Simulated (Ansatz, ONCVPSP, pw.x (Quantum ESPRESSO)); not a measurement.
# barium (Ba): does the ONCV potential hold in the solid?

```json
{
 "Element": "barium",
 "Generator": "ONCVPSP 4.0.1.1 (patched build)",
 "Type": "optimised norm-conserving Vanderbilt (ONCV)",
 "Functional": "PBE",
 "Relativity": "scalar-relativistic",
 "Frozen core": "[Kr] 4d10",
 "Valence charge": "10",
 "Reference configuration": "5s2 5p6 6s1.5 6p0.5",
 "Partial waves": "5s+6s: rc 2.90 bohr, ncon 3, nbas 6, qcut 4.2 1/bohr, 2 projectors; 5p+6p: rc 3.80 bohr, ncon 4, nbas 9, qcut 4.3 1/bohr, 2 projectors; d scattering state at 0.13 Ha: rc 2.90 bohr, ncon 4, nbas 8, qcut 3 1/bohr, local",
 "Local potential": "the d channel",
 "Core correction": "Teter function, fcfact 3.25, rcfact 1.75"
}
```

In the d channel the program set the typed energies aside and used 0.050 Ha.

Crystal test: fcc Ba in pw.x 7.5, no spin, 9³ k-points, Fermi–Dirac smearing 0.01 Ry, cutoffs 50/200 Ry. The lattice is a test structure that the element need not adopt, and mesh and smearing are coarse.

pw.x input:

```
&control
  calculation='scf', prefix='x', pseudo_dir='./', outdir='./tmp', tstress=.true., disk_io='none'
/
&system
  ibrav=0, nat=1, ntyp=1, ecutwfc=50, ecutrho=200, nbnd=12,
  occupations='smearing', smearing='fd', degauss=0.01
/
&electrons
  conv_thr=1e-09, mixing_beta=0.4, electron_maxstep=70
/
ATOMIC_SPECIES
Ba 1.0 Ba.UPF
CELL_PARAMETERS angstrom
  0.00000000 3.18104023 3.18104023
  3.18104023 0.00000000 3.18104023
  3.18104023 3.18104023 0.00000000
ATOMIC_POSITIONS crystal
Ba 0.0000 0.0000 0.0000
K_POINTS automatic
9 9 9 0 0 0
```

```bash
pw.x < Ba.scf.in > Ba.scf.out
```

Question: How does the run end?

Answer: It converges; the pressure is 0.16 GPa against 0.00 GPa from all-electron LAPW. This is a poor potential for the solid. The log shows:

```
     charge density cutoff     =     200.0000  Ry
     scf convergence threshold =      1.0E-09
     Exchange-correlation= PBE
     number of k points=    35  Fermi-Dirac smearing, width (Ry)=  0.0100
     iteration #  1     ecut=    50.00 Ry     beta= 0.40
     total energy              =     -59.70093359 Ry
     estimated scf accuracy    <       0.00247595 Ry
     iteration #  2     ecut=    50.00 Ry     beta= 0.40
     total energy              =     -59.70099112 Ry
     estimated scf accuracy    <       0.00033566 Ry
     iteration #  3     ecut=    50.00 Ry     beta= 0.40
     total energy              =     -59.70104915 Ry
     estimated scf accuracy    <       0.00001449 Ry
     iteration #  4     ecut=    50.00 Ry     beta= 0.40
     total energy              =     -59.70104992 Ry
     estimated scf accuracy    <       0.00000011 Ry
     iteration #  5     ecut=    50.00 Ry     beta= 0.40
     total energy              =     -59.70104995 Ry
     estimated scf accuracy    <       0.00000011 Ry
     iteration #  6     ecut=    50.00 Ry     beta= 0.40
     total energy              =     -59.70104997 Ry
     estimated scf accuracy    <       0.00000007 Ry
     iteration #  7     ecut=    50.00 Ry     beta= 0.40
     total energy              =     -59.70104996 Ry
     estimated scf accuracy    <       0.00000002 Ry
     iteration #  8     ecut=    50.00 Ry     beta= 0.40
     the Fermi energy is     5.6012 ev
!    total energy              =     -59.70104996 Ry
     estimated scf accuracy    <          5.5E-10 Ry
     smearing contrib. (-TS)   =      -0.00776012 Ry
     The total energy is F=E-TS. E is the sum of the following terms:
     one-electron contribution =     -14.22657056 Ry
     hartree contribution      =       9.54611664 Ry
     xc contribution           =     -16.87744070 Ry
     ewald contribution        =     -38.13539522 Ry
     convergence has been achieved in   8 iterations
          total   stress  (Ry/bohr**3)                   (kbar)     P=        1.61
     Message from routine punch:
     Nothing written, as per user request (disk_io='none')
```
